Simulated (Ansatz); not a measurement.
# Relaxation path: Mg (simple hexagonal type)

DFT, PBE, PAW with Ansatz's default frozen-core files, scalar-relativistic (Ansatz 0.2.0); a Γ-centred 14×14×13 k mesh, Fermi–Dirac smearing of 0.08 eV, no spin polarisation. The run relaxes cell and atoms at a target pressure of -0.31 GPa.

Command: `ansatz run input.yaml --threads 1 --pin off --max-ram 3584MiB --backend cpu --events-out ev --progress --plain --runs-dir out` It took 12 s on 1 thread of Arm Neoverse V2, with other jobs on the host, peak memory 0.3 GiB.

```yaml
crystal:
  lattice:
    - [3.1014039781, 0.0, 0.0]
    - [-1.550701989, 2.6858946324, 0.0]
    - [0.0, 0.0, 2.9153197394]
  atoms:
    - { symbol: Mg, position: [0.0, 0.0, 0.0] }
kpoints:
  mp_grid: { grid: [14, 14, 13] }
scf:
  occupations: { method: fermi_dirac, width: 0.08 }
hamiltonian:
  xc: pbe
  pseudopotentials: { kind: paw }
output:
  forces: true
  stress: true
  eigenvalues: true
relax:
  f_tol: 0.005
  max_steps: 40
  cell: { p_target: -0.31, stress_tol: 0.03 }
```

Each step lists its enthalpy F + pV a cell above the last geometry, the pressure, the cell vectors (Å), and Cartesian positions (Å) with forces (eV/Å).

The first step:

```
step 1  dH = 21.42 meV  P = 1.39 GPa
  cell 3.1014 0.0000 0.0000  -1.5507 2.6859 0.0000  0.0000 0.0000 2.9153
  Mg 0.0000 0.0000 0.0000   0.0000 0.0000 0.0000
```

The symmetry of the start is kept and no stability test is made, so the end need not be the stable phase.

Problem. Where does the relaxation end, and by which steps?

Solution. After 5 geometries, with conventional a, b, c = 3.098, 3.098, 3.127 Å, at 25.991 Å³/atom (+7.03 % against the start) in space group P6/mmm, with a shortest distance of 3.098 Å. The further steps:
```
step 2  dH = 6.23 meV  P = 0.28 GPa
  cell 3.1114 0.0000 0.0000  -1.5557 2.6945 0.0000  0.0000 0.0000 3.0089
  Mg 0.0000 0.0000 0.0000   0.0000 0.0000 0.0000
step 3  dH = 0.24 meV  P = -0.14 GPa
  cell 3.0974 0.0000 0.0000  -1.5487 2.6824 0.0000  0.0000 0.0000 3.1030
  Mg 0.0000 0.0000 0.0000   0.0000 0.0000 0.0000
step 4  dH = 0.00 meV  P = -0.29 GPa
  cell 3.0981 0.0000 0.0000  -1.5491 2.6831 0.0000  0.0000 0.0000 3.1242
  Mg 0.0000 0.0000 0.0000   0.0000 0.0000 0.0000
step 5  dH = 0.00 meV  P = -0.31 GPa
  cell 3.0982 0.0000 0.0000  -1.5491 2.6831 0.0000  0.0000 0.0000 3.1267
  Mg 0.0000 0.0000 0.0000   0.0000 0.0000 0.0000
step 6  dH = -0.06 meV  P = -0.30 GPa  (same geometry on a basis chosen anew; earlier energies don't compare to the last digit)
  cell 3.0982 0.0000 0.0000  -1.5491 2.6831 0.0000  0.0000 0.0000 3.1267
  Mg 0.0000 0.0000 0.0000   0.0000 0.0000 0.0000
```
